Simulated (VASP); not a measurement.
# Ir in VASP: relaxation of the atoms with LDA

Aim: the relaxation of the atoms of Ir with LDA.

Everything below comes from runs of VASP 6.6.1. Logs are shortened: lines on timing, memory, paths and dates and some standing lists are left out, and cuts for length are marked.

## (1) Starting point

The cell holds a slab with vacuum, 4 atoms: a = 2.676 Å, b = 2.676 Å, c = 27.812 Å, α = 90.00°, β = 90.00°, γ = 120.00°.

The cell was built by a generator and needn't be a form met in nature.

## (2) Relaxation of the atoms, LDA

File INCAR:

```
SYSTEM = Ir
PREC     = Accurate       ! precision mode
ENCUT    = 520            ! plane-wave cutoff, eV
EDIFF    = 1E-6           ! SCF threshold, eV
ISMEAR   = 1              ! smearing method
SIGMA    = 0.1            ! smearing width, eV
LREAL    = .False.        ! projectors in reciprocal space
LASPH    = .True.         ! aspherical terms in the spheres
NELM     = 120            ! most SCF steps
ALGO     = Normal         ! electronic algorithm
ISIF     = 2              ! what is computed and relaxed
LWAVE    = .False.        ! write WAVECAR
LCHARG   = .False.        ! write CHGCAR
LDIPOL   = .True.       
IDIPOL   = 3            
DIPOL    = 0.5 0.5 0.500
GGA      = CA             ! functional
IBRION   = 2              ! ionic algorithm
NSW      = 90             ! ionic steps
EDIFFG   = -0.02          ! ionic threshold
KPAR     = 2
```

File KPOINTS:

```
Automatic mesh
0
Gamma
  14 14 1
  0 0 0
```

File POSCAR:

```
Ir
1.0
    2.6764199300      0.0000000000      0.0000000000
   -1.3382099600      2.3178476100      0.0000000000
    0.0000000000      0.0000000000     27.8119328100
Ir
4
Direct
    0.6666670000      0.3333330000      0.3801033300
    0.3333340000      0.6666660000      0.4600356400
    0.0000000000      1.0000000000      0.5399643600
    0.6666670000      0.3333330000      0.6198966700
```

Potentials or basis: VASP PAW LDA potentials, release 64 (Ir).

On the command line:

```console
$ cat potpaw_LDA.64/Ir/POTCAR > POTCAR
$ mpirun -np 2 vasp_std > vasp.out
```

OUTCAR:

```text
SYSTEM = Ir
   PREC = Accurate
   ENCUT = 520
   EDIFF = 1E-6
   ISMEAR = 1
   LREAL = .False.
   LASPH = .True.
   NELM = 120
   ISIF = 2
   GGA = CA
   IBRION = 2
   NSW = 90
   EDIFFG = -0.02

 ion  position               nearest neighbor table
   1  0.667  0.333  0.380-   2 2.71   2 2.71   2 2.71
   2  0.333  0.667  0.460-   3 2.71   3 2.71   3 2.71   1 2.71   1 2.71   1 2.71
   3  0.000  0.000  0.540-   2 2.71   2 2.71   2 2.71   4 2.71   4 2.71   4 2.71
   4  0.667  0.333  0.620-   3 2.71   3 2.71   3 2.71

  LATTYP: Found a hexagonal cell.
 ALAT       =     2.6764199300
 C/A-ratio  =    10.3914682813

  Lattice vectors:

 A1 = (   2.6764199300,   0.0000000000,   0.0000000000)
 A2 = (  -1.3382099600,   2.3178476100,   0.0000000000)
 A3 = (   0.0000000000,   0.0000000000,  27.8119328100)

Analysis of symmetry for initial positions (statically):
=====================================================================
 Subroutine PRICEL returns:
 Original cell was already a primitive cell.

 Routine SETGRP: Setting up the symmetry group for a
 hexagonal supercell.

 Subroutine GETGRP returns: Found 12 space group operations
 (whereof  6 operations were pure point group operations)
 out of a pool of 24 trial point group operations.

The static configuration has the point symmetry C_3v.
 The point group associated with its full space group is D_3d.

Analysis of symmetry for dynamics (positions and initial velocities):
=====================================================================
 Subroutine PRICEL returns:
 Original cell was already a primitive cell.

 Routine SETGRP: Setting up the symmetry group for a
 hexagonal supercell.

 Subroutine GETGRP returns: Found 12 space group operations
 (whereof  6 operations were pure point group operations)
 out of a pool of 24 trial point group operations.

The dynamic configuration has the point symmetry C_3v.
 The point group associated with its full space group is D_3d.

 Subroutine INISYM returns: Found 12 space group operations
 (whereof  6 operations are pure point group operations),
 and found     1 'primitive' translations

----------------------------------------------------------------------------------------

                                     Primitive cell

  volume of cell :     172.5323

  direct lattice vectors                    reciprocal lattice vectors
     2.676419930  0.000000000  0.000000000     0.373633445  0.215717373  0.000000000
    -1.338209960  2.317847610  0.000000000     0.000000000  0.431434748  0.000000000
     0.000000000  0.000000000 27.811932810     0.000000000  0.000000000  0.035955789

  length of vectors
     2.676419930  2.676419892 27.811932810     0.431434742  0.431434748  0.035955789

  position of ions in fractional coordinates (direct lattice)
     0.666667000  0.333333000  0.380103330
     0.333334000  0.666666000  0.460035640
     0.000000000  0.000000000  0.539964360
     0.666667000  0.333333000  0.619896670

  ion indices of the primitive-cell ions
   primitive index   ion index
                 1           1
                 2           2
                 3           3
                 4           4

----------------------------------------------------------------------------------------

 KPOINTS: Automatic mesh

Automatic generation of k-mesh.
 Grid dimensions read from file:
 generate k-points for:   14   14    1

 Generating k-lattice:

  Cartesian coordinates                     Fractional coordinates (reciprocal lattice)
     0.026688103  0.015408384  0.000000000     0.071428571  0.000000000  0.000000000
     0.000000000  0.030816768  0.000000000     0.000000000  0.071428571  0.000000000
     0.000000000  0.000000000  0.035955789     0.000000000  0.000000000  1.000000000

  Length of vectors
     0.030816767  0.030816768  0.035955789

  Shift w.r.t. Gamma in fractional coordinates (k-lattice)
     0.000000000  0.000000000  0.000000000

 Subroutine IBZKPT returns following result:
 ===========================================

 Found     24 irreducible k-points:

 Following reciprocal coordinates:
            Coordinates               Weight
  0.000000  0.000000  0.000000      1.000000
  0.071429  0.000000  0.000000      6.000000
  0.142857  0.000000  0.000000      6.000000
  0.214286 -0.000000  0.000000      6.000000
  0.285714 -0.000000  0.000000      6.000000
  0.357143  0.000000  0.000000      6.000000
[... 16 lines left out ...]
  0.285714  0.285714  0.000000      6.000000
  0.357143  0.285714  0.000000      6.000000
   k-points           NKPTS =     24   k-points in BZ     NKDIM =     24   number of bands    NBANDS=     22
   number of dos      NEDOS =    301   number of ions     NIONS =      4
   total plane-waves  NPLWV =  84000
   dimension x,y,z NGX =    20 NGY =   20 NGZ =  210
   dimension x,y,z NGXF=    40 NGYF=   40 NGZF=  420
   ions per type =               4
   NGX,Y,Z   is equivalent  to a cutoff of  12.42, 12.42, 12.55 a.u.
   NGXF,Y,Z  is equivalent  to a cutoff of  24.85, 24.85, 25.11 a.u.
 SYSTEM =  Ir
   PREC   = accura    normal or accurate (medium, high low for compatibility)
   ISTART =      0    job   : 0-new  1-cont  2-samecut
   ICHARG =      2    charge: 1-file 2-atom 10-const
   ISPIN  =      1    spin polarized calculation?
   LNONCOLLINEAR =      F non collinear calculations
   LSORBIT =      F    spin-orbit coupling
   LASPH  =      T    aspherical Exc in radial PAW
   ENCUT  =  520.0 eV  38.22 Ry    6.18 a.u.   4.98  4.98 51.71*2*pi/ulx,y,z
   NELM   =    120;   NELMIN=  2; NELMDL= -5     # of ELM steps
   EDIFF  = 0.1E-05   stopping-criterion for ELM
   LREAL  =      F    real-space projection
   EDIFFG = -.2E-01   stopping-criterion for IOM
   NSW    =     90    number of steps for IOM
   IBRION =      2    ionic relax: 0-MD 1-quasi-New 2-CG
   NFREE  =      1    steps in history (QN), initial steepest desc. (CG)
   ISIF   =      2    stress and relaxation
   ISYM   =      2    0-nonsym 1-usesym 2-fastsym
   POTIM  = 0.5000    time-step for ionic-motion
   TEBEG  =    0.0;   TEEND  =   0.0 temperature during run
   PSTRESS=    0.0 pullay stress
   NELECT =      36.0000    total number of electrons
   NUPDOWN=      -1.0000    fix difference up-down
   EMIN   =  10.00;   EMAX   =-10.00  energy-range for DOS
   EFERMI =   0.00;   METHOD = LEGACY
   ISMEAR =     1;   SIGMA  =   0.10  broadening in eV -4-tet -1-fermi 0-gaus
   EFERMI_NEDOS =   21; number of points for ismear=-14 and -15
   IALGO  =     38    algorithm
   IMIX   =      4    mixing-type and parameters
     AMIX     =   0.40;   BMIX     =  1.00
     AMIX_MAG =   1.60;   BMIX_MAG =  1.00
  volume/ion in A,a.u.               =      43.13       291.08
  Fermi-wavevector in a.u.,A,eV,Ry     =   0.970999  1.834923 12.828111  0.942840
  Thomas-Fermi vector in A             =   2.101180
   LORBIT       =      0    0 simple, 1 ext, 2 COOP (PROOUT), +10 PAW based schemes
   GGA     = CA    functional components
   LHFCALC =     F    Hartree Fock is set to
   AEXX    =    0.0000 exact exchange contribution
   IVDW    =     0    specifies the selected vdW correction
   LEPSILON=     F    determine dielectric tensor
   LRPA    =     F    only Hartree local field effects (RPA)
 conjugate gradient relaxation of ions
 non-spin polarized calculation
 Methfessel and Paxton  Order N= 1 SIGMA  =   0.10
  energy-cutoff  :      520.00
  volume of cell :      172.53
 maximum number of plane-waves:      4719
 NGX is ok and might be reduce to    20
   NGX =  9   NGY =  9   NGZ =103

 dipolmoment           0.000000      0.000000     -0.000000 electrons x Angstroem

--------------------------------------- Ionic step        1  -------------------------------------------

 number of electron      36.0000000 magnetization

 Free energy of the ion-electron system (eV)
  ---------------------------------------------------
  ext. energy  EPLUGINS =         0.00000000
  ---------------------------------------------------
  free energy    TOTEN  =       -39.13903882 eV

  energy without entropy =      -39.13923035  energy(sigma->0) =      -39.13910266

------------------------ aborting loop because EDIFF is reached ----------------------------------------

  FORCE on cell =-STRESS in cart. coord.  units (eV):
  Direction    XX          YY          ZZ          XY          YZ          ZX
  --------------------------------------------------------------------------------------
  -------------------------------------------------------------------------------------
  Total       -2.8137488     -2.8137487     -3.3930507     -0.0000000     -0.0000000      0.0000000
  in kB      -26.1291689    -26.1291680    -31.5087098     -0.0000001     -0.0000000      0.0000000
  external PRESSURE =     -27.9223489 kB  Pullay stress =       0.0000000 kB
[... 137 lines left out ...]
  energy  without entropy=      -39.1722005547  energy(sigma->0) =      -39.17154483

--------------------------------------- Ionic step        5  -------------------------------------------

 number of electron      35.9999999 magnetization

 dipolmoment           0.000000      0.000000      0.000000 electrons x Angstroem

 Free energy of the ion-electron system (eV)
  ---------------------------------------------------
  ext. energy  EPLUGINS =         0.00000000
  ---------------------------------------------------
  free energy    TOTEN  =       -39.17149891 eV

  energy without entropy =      -39.17250775  energy(sigma->0) =      -39.17183519

 E-fermi :  -0.5862     XC(G=0):  -5.2926

 val. band max:       -0.6588776576   @ k =   0.2857   0.0714   0.0000
 cond. band min:      -0.5765085834   @ k =   0.2143   0.0714   0.0000
 fundamental gap:      0.0823690742
 Fermi energy:        -0.5862413477

 k-point     1 :       0.0000    0.0000    0.0000
  band No.  band energies     occupation
      1     -11.4545      2.00000
      2      -9.9519      2.00000
      3      -8.7849      2.00000
      4      -8.7011      2.00000
      5      -4.8645      2.00000
      6      -4.6793      2.00000
[... 589 lines left out ...]
     21       5.0410      0.00000
     22       5.1161      0.00000

------------------------ aborting loop because EDIFF is reached ----------------------------------------

 vacuum level on the upper side and lower side of the slab       (xc-potential included)        -0.009        -0.009

  FORCE on cell =-STRESS in cart. coord.  units (eV):
  Direction    XX          YY          ZZ          XY          YZ          ZX
  --------------------------------------------------------------------------------------
  -------------------------------------------------------------------------------------
  Total       -1.6389286     -1.6389286     -0.0344114     -0.0000000      0.0000000     -0.0000000
  in kB      -15.2194977    -15.2194972     -0.3195525     -0.0000000      0.0000000     -0.0000000
  external PRESSURE =     -10.2528491 kB  Pullay stress =       0.0000000 kB

 VOLUME and BASIS-vectors are now :
 -----------------------------------------------------------------------------
  energy-cutoff  :      520.00
  volume of cell :      172.53
      direct lattice vectors                 reciprocal lattice vectors
     2.676419930  0.000000000  0.000000000     0.373633445  0.215717373  0.000000000
    -1.338209960  2.317847610  0.000000000     0.000000000  0.431434748  0.000000000
     0.000000000  0.000000000 27.811932810     0.000000000  0.000000000  0.035955789
[... 10 lines left out ...]
  FREE ENERGIE OF THE ION-ELECTRON SYSTEM (eV)
  ---------------------------------------------------
  free  energy   TOTEN  =       -39.1714989124 eV

  energy  without entropy=      -39.1725077505  energy(sigma->0) =      -39.17183519

 reached required accuracy - stopping structural energy minimisation

 vacuum level on the upper side and lower side of the slab         5.275         5.275
```

Run time: 2 min. Hardware: 2 MPI ranks of Intel Xeon Platinum 8559C (Emerald Rapids), shared host; peak memory 0.25 GiB.

What came out:

```yaml
Free_energy: -39.1715 eV
Energy_gained_by_relaxing: 8.1 meV/atom
Ionic_steps: 5
Largest_force_after_relaxing: 0.004 eV/Å
Band_gap_on_the_k_mesh: none (metal or under the smearing width)
```

Forces on the atoms (eV/Å):
```
Ir   0.000  0.000 -0.001
Ir   0.000  0.000  0.004
Ir   0.000  0.000 -0.004
Ir   0.000  0.000  0.001
```

Step by step:
```tsv
step	energy change (eV)	largest force (eV/Å)	pressure (GPa)
1	0.0000	0.5328	-2.79
2	-0.0199	0.2509	-2.07
3	-0.0235	0.3602	-1.60
4	-0.0322	0.0669	-1.12
5	-0.0325	0.0037	-1.03
```

Final structure:
```
Ir
1.0
     2.67642    0.00000    0.00000
    -1.33821    2.31785    0.00000
     0.00000    0.00000   27.81193
Ir
4
Cartesian
  1.3382 0.7726 10.6326
  0.0000 1.5452 12.8087
  0.0000 0.0000 15.0032
  1.3382 0.7726 17.1793
```

Levels at points of the mesh, in eV from the Fermi level:
| k point | band 15 | band 16 | band 17 | band 18 | band 19 | band 20 |
| --- | --- | --- | --- | --- | --- | --- |
| (0.00, 0.00, 0.00) | -3.12 | -1.21 | -1.21 | -0.86 | -0.86 | -0.79 |
| (0.50, 0.00, 0.00) | 0.14 | 0.73 | 1.08 | 1.24 | 1.31 | 1.76 |

Spin-orbit coupling is left out, which matters for the levels of Ir.
